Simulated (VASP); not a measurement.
# MgO (P6_3mc) in VASP: a series of runs

The runs below take MgO through single point, with r2SCAN.

Everything below comes from runs of VASP 6.6.1. Logs are shortened: lines on timing, memory, paths and dates and some standing lists are left out, and cuts for length are marked.

## 1. Starting point

The structure is hexagonal, space group P6_3mc (No. 186). The conventional cell has a = 3.308 Å, b = 3.308 Å, c = 4.983 Å, α = 90.00°, β = 90.00°, γ = 120.00°. Mg (site symmetry 3m) is surrounded by 4 O at 1.97 to 1.99 Å. O (site symmetry 3m) is surrounded by 4 Mg at 1.97 to 1.99 Å.

Measurements of this composition are mostly on another form, of space group No. 225.

## 2. Single point, r2SCAN

Input file INCAR:

```
SYSTEM = MgO
  PREC = Accurate
  ENCUT = 900
  EDIFF = 1E-6
  ISMEAR = 0
  SIGMA = 0.05
  LREAL = .False.
  LASPH = .True.
  NELM = 100
  ALGO = Normal
  ISIF = 2
  LWAVE = .False.
  LCHARG = .False.
  METAGGA = R2SCAN
  LMIXTAU = .True.
  NBANDS = 16
  ADDGRID = .False.
```

Input file KPOINTS:

```
Automatic mesh
0
Gamma
  4 4 2
  0 0 0
```

Input file POSCAR:

```
MgO
1.0
    3.3077869865      0.0000000000      0.0000000000
   -1.6538934933      2.8646275606      0.0000000000
    0.0000000000      0.0000000000      4.9828816700
Mg O
2 2
Direct
    0.6666666667      0.3333333333      0.5021597400
    0.3333333333      0.6666666667      0.0021597400
    0.6666666667      0.3333333333      0.9024402600
    0.3333333333      0.6666666667      0.4024402600
```

Potentials or basis: VASP PAW PBE potentials, release 64 (Mg, O_h).

On the command line:

```bash
$ cat potpaw_PBE.64/Mg/POTCAR potpaw_PBE.64/O_h/POTCAR > POTCAR
$ mpirun -np 1 vasp_std > vasp.out
```

OUTCAR:

```text
SYSTEM = MgO
   PREC = Accurate
   ENCUT = 900
   EDIFF = 1E-6
   ISMEAR = 0
   LREAL = .False.
   LASPH = .True.
   NELM = 100
   ISIF = 2
   METAGGA = R2SCAN

 Found      8 irreducible k-points:

 Following reciprocal coordinates:
            Coordinates               Weight
  0.000000  0.000000  0.000000      1.000000
  0.250000  0.000000  0.000000      6.000000
  0.500000  0.000000  0.000000      3.000000
  0.250000  0.250000  0.000000      6.000000
  0.000000  0.000000  0.500000      1.000000
  0.250000  0.000000  0.500000      6.000000
   k-points           NKPTS =      8   k-points in BZ     NKDIM =      8   number of bands    NBANDS=     16
   number of dos      NEDOS =    301   number of ions     NIONS =      4
   total plane-waves  NPLWV =  51200
   dimension x,y,z NGX =    32 NGY =   32 NGZ =   50
   dimension x,y,z NGXF=    64 NGYF=   64 NGZF=  100
   ions per type =               2   2
   NGX,Y,Z   is equivalent  to a cutoff of  16.08, 16.08, 16.68 a.u.
   NGXF,Y,Z  is equivalent  to a cutoff of  32.17, 32.17, 33.36 a.u.
 SYSTEM =  MgO
   PREC   = accura    normal or accurate (medium, high low for compatibility)
   ISTART =      0    job   : 0-new  1-cont  2-samecut
   ICHARG =      2    charge: 1-file 2-atom 10-const
   ISPIN  =      1    spin polarized calculation?
   LNONCOLLINEAR =      F non collinear calculations
   LSORBIT =      F    spin-orbit coupling
   LASPH  =      T    aspherical Exc in radial PAW
   ENCUT  =  900.0 eV  66.15 Ry    8.13 a.u.   8.09  8.09 12.19*2*pi/ulx,y,z
   NELM   =    100;   NELMIN=  2; NELMDL= -5     # of ELM steps
   EDIFF  = 0.1E-05   stopping-criterion for ELM
   LREAL  =      F    real-space projection
   EDIFFG = 0.1E-04   stopping-criterion for IOM
   NSW    =      0    number of steps for IOM
   IBRION =     -1    ionic relax: 0-MD 1-quasi-New 2-CG
   NFREE  =      0    steps in history (QN), initial steepest desc. (CG)
   ISIF   =      2    stress and relaxation
   ISYM   =      2    0-nonsym 1-usesym 2-fastsym
   POTIM  = 0.5000    time-step for ionic-motion
   TEBEG  =    0.0;   TEEND  =   0.0 temperature during run
   PSTRESS=    0.0 pullay stress
   NELECT =      16.0000    total number of electrons
   NUPDOWN=      -1.0000    fix difference up-down
   EMIN   =  10.00;   EMAX   =-10.00  energy-range for DOS
   EFERMI =   0.00;   METHOD = LEGACY
   ISMEAR =     0;   SIGMA  =   0.05  broadening in eV -4-tet -1-fermi 0-gaus
   EFERMI_NEDOS =   21; number of points for ismear=-14 and -15
   IALGO  =     38    algorithm
   IMIX   =      4    mixing-type and parameters
     AMIX     =   0.40;   BMIX     =  1.00
     AMIX_MAG =   1.60;   BMIX_MAG =  1.00
  volume/ion in A,a.u.               =      11.80        79.66
  Fermi-wavevector in a.u.,A,eV,Ry     =   1.141351  2.156842 17.724080  1.302683
  Thomas-Fermi vector in A             =   2.278052
   LORBIT       =      0    0 simple, 1 ext, 2 COOP (PROOUT), +10 PAW based schemes
   METAGGA = R2SCAN    functional components
   LHFCALC =     F    Hartree Fock is set to
   AEXX    =    0.0000 exact exchange contribution
   IVDW    =     0    specifies the selected vdW correction
   LEPSILON=     F    determine dielectric tensor
   LRPA    =     F    only Hartree local field effects (RPA)
 non-spin polarized calculation
 Gauss-broadening in eV      SIGMA  =   0.05
  energy-cutoff  :      900.00
  volume of cell :       47.22
 maximum number of plane-waves:      2908
   NGX = 17   NGY = 17   NGZ = 25

 number of electron      15.9999998 magnetization

 Free energy of the ion-electron system (eV)
  ---------------------------------------------------
  ext. energy  EPLUGINS =         0.00000000
  ---------------------------------------------------
  free energy    TOTEN  =       -31.86986709 eV

  energy without entropy =      -31.86986709  energy(sigma->0) =      -31.86986709

 E-fermi :   1.3677     XC(G=0): -10.2027

 val. band max:        1.0617370844   @ k =   0.0000   0.0000   0.0000
 cond. band min:       5.1901068998   @ k =   0.0000   0.0000   0.0000
 fundamental gap:      4.1283698154
 Fermi energy:         1.3676914925

 k-point     1 :       0.0000    0.0000    0.0000
  band No.  band energies     occupation
      1     -16.1549      2.00000
      2     -15.3700      2.00000
      3      -2.2190      2.00000
      4       0.2588      2.00000
      5       0.2588      2.00000
      6       0.6014      2.00000
[... 8 lines left out ...]
     15      18.6035      0.00000
     16      18.6035      0.00000

 k-point     2 :       0.2500    0.0000    0.0000
  band No.  band energies     occupation
      1     -15.8863      2.00000
      2     -15.2973      2.00000
      3      -1.6575      2.00000
      4      -1.0060      2.00000
      5      -0.4310      2.00000
      6      -0.0414      2.00000
[... 8 lines left out ...]
     15      17.0124      0.00000
     16      17.4463      0.00000

 k-point     3 :       0.5000    0.0000    0.0000
  band No.  band energies     occupation
      1     -15.5342      2.00000
      2     -15.2924      2.00000
      3      -2.0404      2.00000
      4      -1.1317      2.00000
      5      -0.7056      2.00000
      6      -0.2752      2.00000
[... 8 lines left out ...]
     15      16.3104      0.00000
     16      18.1188      0.00000

 k-point     4 :       0.2500    0.2500    0.0000
  band No.  band energies     occupation
      1     -15.5450      2.00000
      2     -15.2839      2.00000
      3      -1.6831      2.00000
      4      -1.0693      2.00000
      5      -0.7240      2.00000
      6      -0.4708      2.00000
[... 8 lines left out ...]
     15      16.0085      0.00000
     16      18.2333      0.00000

 k-point     5 :       0.0000    0.0000    0.5000
  band No.  band energies     occupation
      1     -15.7762      2.00000
      2     -15.7762      2.00000
      3      -0.9367      2.00000
      4      -0.9367      2.00000
      5       0.4264      2.00000
      6       0.4264      2.00000
[... 8 lines left out ...]
     15      16.5951      0.00000
     16      16.5951      0.00000

 k-point     6 :       0.2500    0.0000    0.5000
  band No.  band energies     occupation
      1     -15.5951      2.00000
      2     -15.5951      2.00000
      3      -1.4550      2.00000
      4      -1.4550      2.00000
      5       0.2469      2.00000
      6       0.2469      2.00000
[... 8 lines left out ...]
     15      17.0573      0.00000
     16      17.0573      0.00000

 [... further k-points ...]

------------------------ aborting loop because EDIFF is reached ----------------------------------------

  FORCE on cell =-STRESS in cart. coord.  units (eV):
  Direction    XX          YY          ZZ          XY          YZ          ZX
  --------------------------------------------------------------------------------------
  -------------------------------------------------------------------------------------
  Total       -0.4849454     -0.4849454     -0.3855132      0.0000000      0.0000000      0.0000000
  in kB      -16.4557285    -16.4557285    -13.0816797      0.0000000      0.0000000      0.0000000
  external PRESSURE =     -15.3310456 kB  Pullay stress =       0.0000000 kB

 VOLUME and BASIS-vectors are now :
 -----------------------------------------------------------------------------
  energy-cutoff  :      900.00
  volume of cell :       47.22
      direct lattice vectors                 reciprocal lattice vectors
     3.307786987  0.000000000  0.000000000     0.302316928  0.174542760  0.000000000
    -1.653893493  2.864627561  0.000000000     0.000000000  0.349085519  0.000000000
     0.000000000  0.000000000  4.982881670     0.000000000  0.000000000  0.200687086

 POSITION                                       TOTAL-FORCE (eV/Angst)
 -----------------------------------------------------------------------------------
      1.65389      0.95488      2.50220        -0.000000      0.000000      0.032408
     -0.00000      1.90975      0.01076        -0.000000     -0.000000      0.032408
      1.65389      0.95488      4.49675        -0.000000      0.000000     -0.032408
     -0.00000      1.90975      2.00531         0.000000      0.000000     -0.032408
 -----------------------------------------------------------------------------------
    total drift:                               -0.000000      0.000000      0.000712

  FREE ENERGIE OF THE ION-ELECTRON SYSTEM (eV)
  ---------------------------------------------------
  free  energy   TOTEN  =       -31.8698670851 eV

  energy  without entropy=      -31.8698670851  energy(sigma->0) =      -31.86986709
```

OSZICAR:

```text
N       E                     dE             d eps       ncg     rms          rms(c)
DAV:   1     0.121299433025E+03    0.12130E+03   -0.10594E+04   256   0.144E+03
DAV:   2    -0.250953303458E+02   -0.14639E+03   -0.13128E+03   400   0.247E+02
DAV:   3    -0.410856271436E+02   -0.15990E+02   -0.15874E+02   320   0.900E+01
DAV:   4    -0.412355599745E+02   -0.14993E+00   -0.14991E+00   296   0.979E+00
DAV:   5    -0.412368960682E+02   -0.13361E-02   -0.13361E-02   328   0.891E-01    0.117E+01
DAV:   6    -0.325554750343E+02    0.86814E+01   -0.13563E+01   256   0.309E+01    0.443E+00
DAV:   7    -0.306330100865E+02    0.19225E+01   -0.12845E+00   264   0.142E+01    0.215E+00
DAV:   8    -0.346191596911E+02   -0.39861E+01   -0.32768E+00   272   0.152E+01    0.415E+00
DAV:   9    -0.321666735407E+02    0.24525E+01   -0.16363E+00   256   0.127E+01    0.255E-01
DAV:  10    -0.317820031900E+02    0.38467E+00   -0.15985E-01   272   0.442E+00    0.929E-01
DAV:  11    -0.318110639520E+02   -0.29061E-01   -0.48671E-02   256   0.195E+00    0.211E-01
DAV:  12    -0.318517934906E+02   -0.40730E-01   -0.14935E-02   256   0.125E+00    0.124E-01
DAV:  13    -0.318685096546E+02   -0.16716E-01   -0.10547E-02   256   0.112E+00    0.442E-02
DAV:  14    -0.318695500685E+02   -0.10404E-02   -0.19941E-04   272   0.150E-01    0.317E-02
DAV:  15    -0.318698366983E+02   -0.28663E-03   -0.24700E-04   256   0.172E-01    0.605E-03
DAV:  16    -0.318698639679E+02   -0.27270E-04   -0.42439E-05   256   0.891E-02    0.379E-03
DAV:  17    -0.318698662821E+02   -0.23141E-05   -0.42413E-06   256   0.264E-02    0.460E-03
DAV:  18    -0.318698670851E+02   -0.80308E-06   -0.12614E-06   208   0.132E-02
   1 F= -.31869867E+02 E0= -.31869867E+02  d E =-.482895E-19
```

It took 2.1 min on 1 thread of AMD EPYC 7R43 (Zen 3), shared host; peak memory 0.19 GiB.

These settings aren't checked as converged: the numbers below hold their error.

Results:

* Free energy: -31.8699 eV
* Pressure: -1.5 GPa
* Largest force: 0.032 eV/Å
* Band gap on the k mesh: 4.13 eV, direct

Caveat: the k mesh is coarse (spacing up to 0.63 Å⁻¹), so the values aren't converged; the cutoff is under 1.25 times the usual one of these potentials, so pressure, stress and relaxed cells hold a basis-set (Pulay) error; the PAW data sets were made with another functional, which shifts forces and pressure a little.

## 3. Single point, r2SCAN

INCAR is that of step 2.

KPOINTS is that of step 2.

Input file POSCAR:

```
MgO
1.0
    3.3077869865      0.0000000000      0.0000000000
   -1.6538934933      2.8646275606      0.0000000000
    0.0000000000      0.0000000000      4.9828816700
Mg O
2 2
Direct
    0.6747690000      0.3351150000      0.5028290000
    0.3311760000      0.6515210000      0.0154490000
    0.6888710000      0.3367780000      0.8828130000
    0.3168690000      0.6615630000      0.3988200000
```

Potentials or basis: VASP PAW PBE potentials, release 64 (Mg, O_h).

On the command line:

```bash
$ cat potpaw_PBE.64/Mg/POTCAR potpaw_PBE.64/O_h/POTCAR > POTCAR
$ mpirun -np 1 vasp_std > vasp.out
```

Wall time 4.1 min (1 thread of AMD EPYC 7R43 (Zen 3), shared host); peak memory 0.2 GiB.

The run converged, but some of its settings lie outside the range that counts as converged, so its numbers aren't taken as properties of the crystal.

Results:

```yaml
Free_energy: -31.7049 eV
Pressure: 0.3 GPa
Largest_force: 1.655 eV/Å
Band_gap_on_the_k_mesh: 4.21 eV, direct
```

Caveat: the k mesh is coarse (spacing up to 0.63 Å⁻¹), so the values aren't converged; the cutoff is under 1.25 times the usual one of these potentials, so pressure, stress and relaxed cells hold a basis-set (Pulay) error; the PAW data sets were made with another functional, which shifts forces and pressure a little.

## 4. The reference run

An earlier run on the cell as given: functional PBE; potentials or basis VASP PAW PBE potentials, release 64 (Mg, O); cutoff 520 eV; k mesh 9 × 9 × 6; occupations fermi-dirac, width 0.05 eV; no spin polarisation.

- Pressure: 3.0 GPa
- Largest force: 0.008 eV/Å
- Band gap on the k mesh: 3.46 eV, direct
